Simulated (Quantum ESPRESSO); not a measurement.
# Cr (Im-3m) in Quantum ESPRESSO: single point with vdW-DF3-opt1+U

Aim: the single point of Cr with vdW-DF3-opt1+U.

Program: Quantum ESPRESSO 7.5. These are calculated values, not measurements. Logs are shortened: lines on timing, memory, paths and dates and some standing lists are left out, and cuts for length are marked.

## Step 1: The crystal as given

Symmetry: Im-3m, No. 229, cubic system. The conventional cell has a = 2.969 Å, b = 2.969 Å, c = 2.969 Å, α = 90.00°, β = 90.00°, γ = 90.00°. Cr (site symmetry m-3m) is surrounded by 8 Cr at 2.57 Å.

## Step 2: Single point, vdW-DF3-opt1+U, collinear spin, ferromagnetic start

pw.in reads:

```
&CONTROL
  calculation = 'scf'
  prefix = 'pwscf'
  outdir = './tmp'
  pseudo_dir = './pseudo'
  tprnfor = .true.
  tstress = .true.
  disk_io = 'nowf'
/
&SYSTEM
  ibrav = 0
  A = 2.57114226
  nat = 1
  ntyp = 1
  ecutwfc = 122
  ecutrho = 489
  nbnd = 16
  input_dft = 'vdw-df3-opt1'
  occupations = 'smearing'
  smearing = 'gaussian'
  degauss = 0.00999582
  nspin = 2
  starting_magnetization(1) = 0.2143
  starting_ns_eigenvalue(1,1,1) = 0.892
  starting_ns_eigenvalue(2,1,1) = 0.026
  starting_ns_eigenvalue(3,1,1) = 0.804
  starting_ns_eigenvalue(4,1,1) = 0.785
  starting_ns_eigenvalue(5,1,1) = 0.825
  starting_ns_eigenvalue(1,2,1) = 0.785
  starting_ns_eigenvalue(2,2,1) = 0.161
  starting_ns_eigenvalue(3,2,1) = 0.587
  starting_ns_eigenvalue(4,2,1) = 0.073
  starting_ns_eigenvalue(5,2,1) = 0.94
  nosym = .true.
/
&ELECTRONS
  conv_thr = 2d-10
  electron_maxstep = 120
  mixing_beta = 0.9
/
ATOMIC_SPECIES
Cr    51.9961 Cr.upf
CELL_PARAMETERS alat
  -0.5773502698    0.5773502698    0.5773502698
   0.5773502698   -0.5773502698    0.5773502698
   0.5773502698    0.5773502698   -0.5773502698
ATOMIC_POSITIONS alat
Cr     0.0000000000    0.0000000000    0.0000000000
K_POINTS automatic
10 10 10 0 0 0
HUBBARD {ortho-atomic}
U Cr-3d 3.0
```

Potentials or basis: PseudoDojo 0.4.1 SR PBE standard.

On the command line:

```sh
$ OMP_NUM_THREADS=1 pw.x -in pw.in > pw.out
```

pw.out:

```text
This program is part of the open-source Quantum ESPRESSO suite
     for quantum simulation of materials; please cite
         "P. Giannozzi et al., J. Phys.:Condens. Matter 21 395502 (2009);
         "P. Giannozzi et al., J. Phys.:Condens. Matter 29 465901 (2017);
         "P. Giannozzi et al., J. Chem. Phys. 152 154105 (2020);
     in publications or presentations arising from this work. More details at

     IMPORTANT: XC functional enforced from input :
     Exchange-correlation= VDW-DF3-OPT1
                           (   1   4  45   0   3   0   0)
     Any further DFT definition will be discarded
     Please, verify this is what you really want

     G-vector sticks info
     --------------------
     sticks:   dense  smooth     PW     G-vecs:    dense   smooth      PW
     Sum         861     861    303                15995    15995    3319

     Using Slab Decomposition

     bravais-lattice index     =            0
     lattice parameter (alat)  =       4.8588  a.u.
     unit-cell volume          =      88.2984 (a.u.)^3
     number of atoms/cell      =            1
     number of atomic types    =            1
     number of electrons       =        14.00
     number of Kohn-Sham states=           16
     kinetic-energy cutoff     =     122.0000  Ry
     charge density cutoff     =     489.0000  Ry
     scf convergence threshold =      2.0E-10
     mixing beta               =       0.9000
     number of iterations used =            8  plain     mixing
     Exchange-correlation= VDW-DF3-OPT1
                           (   1   4  45   0   3   0   0)
     Hubbard projectors: ortho-atomic
     Hubbard parameters of DFT+U (Dudarev formulation) in eV:
     U(Cr-3d) =  3.0000

     Internal variables: lda_plus_u =T, lda_plus_u_kind = 0

     Internal variables: orbital_resolved =F, hub_pot_fix =F, apply_U = F

     celldm(1)=   4.858755  celldm(2)=   0.000000  celldm(3)=   0.000000
     celldm(4)=   0.000000  celldm(5)=   0.000000  celldm(6)=   0.000000

     crystal axes: (cart. coord. in units of alat)
               a(1) = (  -0.577350   0.577350   0.577350 )
               a(2) = (   0.577350  -0.577350   0.577350 )
               a(3) = (   0.577350   0.577350  -0.577350 )

     reciprocal axes: (cart. coord. in units 2 pi/alat)
               b(1) = (  0.000000  0.866025  0.866025 )
               b(2) = (  0.866025  0.000000  0.866025 )
               b(3) = (  0.866025  0.866025  0.000000 )

     PseudoPot. # 1 for Cr read from file:
     Cr.upf
     Pseudo is Norm-conserving + core correction, Zval = 14.0
     Generated using ONCVPSP code by D. R. Hamann
     Using radial grid of 1638 points,  6 beta functions with:
                l(1) =   0
                l(2) =   0
                l(3) =   1
                l(4) =   1
                l(5) =   2
                l(6) =   2

     atomic species   valence    mass     pseudopotential
     Cr               14.00    51.99610     Cr( 1.00)

     Starting magnetic structure
     atomic species   magnetization
     Cr              0.214

     No symmetry found

[... 128 lines left out ...]
       0.972 -0.034  0.231 -0.000 -0.000
      -0.000 -0.000  0.000 -0.453 -0.892
      -0.212  0.291  0.933 -0.000  0.000
     occupation matrix ns (before diag.):
       0.200  0.000 -0.000  0.000 -0.000
       0.000  0.089 -0.000  0.000 -0.000
      -0.000 -0.000  0.089  0.000  0.000
       0.000  0.000  0.000  0.200  0.000
      -0.000 -0.000  0.000  0.000  0.089

     Number of occupied Hubbard levels =    5.0027

     WARNING!!! Modifying starting ns matrices according to input values

     =================== HUBBARD OCCUPATIONS ===================
     ------------------------ ATOM    1 ------------------------
     Tr[ns(  1)] (up, down, total) =   3.33200  2.54600  5.87800
     Atomic magnetic moment for atom   1 =   0.78600
     SPIN  1
     eigenvalues:
       0.026  0.785  0.804  0.825  0.892
     eigenvectors (columns):
       0.000  0.242 -0.000 -0.970  0.000
       0.823 -0.000 -0.520  0.000  0.227
       0.329  0.000  0.763  0.000  0.556
      -0.000  0.970 -0.000  0.242  0.000
      -0.463 -0.000 -0.383 -0.000  0.799
     occupation matrix ns (before diag.):
       0.823 -0.000 -0.000 -0.009  0.000
      -0.000  0.281 -0.199  0.000  0.312
[... 6 lines left out ...]
     eigenvectors (columns):
      -0.892  0.000  0.000  0.000  0.453
      -0.000 -0.956 -0.276  0.099  0.000
       0.000  0.034  0.231  0.972  0.000
       0.453  0.000  0.000 -0.000  0.892
       0.000 -0.291  0.933 -0.212 -0.000
     occupation matrix ns (before diag.):
       0.251  0.000  0.000  0.350  0.000
       0.000  0.200  0.033  0.000 -0.123
       0.000  0.033  0.774 -0.000 -0.037
       0.350  0.000 -0.000  0.762 -0.000
       0.000 -0.123 -0.037 -0.000  0.560

     Number of occupied Hubbard levels =    5.8780

     Threshold (ethr) on eigenvalues was too large:
     Diagonalizing with lowered threshold

     Davidson diagonalization with overlap
     ethr =  8.45E-04,  avg # of iterations =  1.0

     total energy              =    -177.66983783 Ry
     estimated scf accuracy    <       0.33683034 Ry
[... 94 lines left out ...]
     iteration # 11     ecut=   122.00 Ry     beta= 0.90
     Davidson diagonalization with overlap
     ethr =  1.00E-11,  avg # of iterations =  1.8

     Magnetic moment per site  (integrated on atomic sphere of radius R)
     atom   1 (R=0.413)  charge= 12.4732  magn=  3.4888

     End of self-consistent calculation

     =================== HUBBARD OCCUPATIONS ===================
     ------------------------ ATOM    1 ------------------------
     Tr[ns(  1)] (up, down, total) =   4.52794  0.59368  5.12162
     Atomic magnetic moment for atom   1 =   3.93425
     SPIN  1
     eigenvalues:
       0.864  0.864  0.864  0.968  0.968
     eigenvectors (columns):
       0.000  0.000 -0.000  0.450 -0.893
       0.323 -0.256  0.911 -0.000  0.000
       0.065  0.967  0.248  0.000  0.000
       0.000 -0.000  0.000  0.893  0.450
       0.944  0.021 -0.328 -0.000  0.000
     occupation matrix ns (before diag.):
       0.968 -0.000 -0.000 -0.000 -0.000
      -0.000  0.864  0.000 -0.000 -0.000
[... 6 lines left out ...]
     eigenvectors (columns):
      -0.000 -0.000 -0.000  0.918  0.397
      -0.218  0.071  0.973  0.000  0.000
      -0.342  0.929 -0.144  0.000 -0.000
      -0.000  0.000 -0.000 -0.397  0.918
       0.914  0.364  0.178  0.000  0.000
     occupation matrix ns (before diag.):
       0.180  0.000  0.000  0.000  0.000
       0.000  0.078 -0.000  0.000  0.000
       0.000 -0.000  0.078 -0.000  0.000
       0.000  0.000 -0.000  0.180 -0.000
       0.000  0.000  0.000 -0.000  0.078

     Number of occupied Hubbard levels =    5.1216

     Number of k-points >= 100: set verbosity='high' to print the bands.

     the Fermi energy is    17.4035 ev

!    total energy              =    -177.72426651 Ry
     estimated scf accuracy    <          2.7E-11 Ry
     smearing contrib. (-TS)   =      -0.00053507 Ry
     internal energy E=F+TS    =    -177.72373144 Ry

     The total energy is F=E-TS. E is the sum of the following terms:
     one-electron contribution =     -63.66971478 Ry
     hartree contribution      =      39.68210891 Ry
     xc contribution           =     -26.70124082 Ry
     ewald contribution        =    -127.13690785 Ry
     Hubbard energy            =       0.10202311 Ry

     total magnetization       =     3.95 Bohr mag/cell
     absolute magnetization    =     3.95 Bohr mag/cell

     convergence has been achieved in  11 iterations

     Forces acting on atoms (cartesian axes, Ry/au):

     atom    1 type  1   force =     0.00000000    0.00000000    0.00000000

     Total force =     0.000000     Total SCF correction =     0.000002

     Computing stress (Cartesian axis) and pressure

          total   stress  (Ry/bohr**3)                   (kbar)     P=      502.42
   0.00341537  -0.00000001   0.00000000          502.42       -0.00        0.00
  -0.00000001   0.00341548  -0.00000000           -0.00      502.43       -0.00
   0.00000000  -0.00000000   0.00341536            0.00       -0.00      502.42

=------------------------------------------------------------------------------=
   JOB DONE.
=------------------------------------------------------------------------------=
```

Run time: 9.3 min. Hardware: 1 thread of Arm Neoverse V2, shared host; peak memory 0.73 GiB.

Results:

| Property | Result |
| --- | --- |
| Free energy | -2418.0618 eV |
| Pressure | 50.2 GPa |
| Band gap on the k mesh | none (metal or under the smearing width) |
| Net moment | 3.95 μB per cell |
| Absolute moment | 3.95 μB per cell |
| Site moments | Cr +3.49 μB |
| Valence electrons inside the program's atomic spheres | Cr 12.47 |

Eigenvalues of the final occupation matrices:
```
   site  spin  trace               eigenvalues
Cr 1 3d     1   4.53  0.86 0.86 0.86 0.97 0.97
Cr 1 3d     2   0.59  0.08 0.08 0.08 0.18 0.18
```

Caveat: the potentials were made for another functional, which shifts forces and pressure; a pressure of tens of GPa on the cell as given is suspect, and the run, the potentials or the cell itself is likely at fault; the U is typed as a test and isn't derived for this compound.

## Step 3: For comparison

An earlier run on the cell as given: functional PBE; potentials or basis SSSP 1.3 efficiency PBE; cutoff 748 eV; density cutoff 5987 eV; k mesh 12 × 12 × 12; occupations fermi-dirac, width 0.05 eV; collinear spin, ferromagnetic start; starting moments [3.0] μB.

* Pressure: -24.8 GPa
* Band gap on the k mesh: none (metal or under the smearing width)
* Net moment: 0.00 μB per cell
* Absolute moment: 0.00 μB per cell
* Valence electrons inside the program's atomic spheres: Cr 12.31
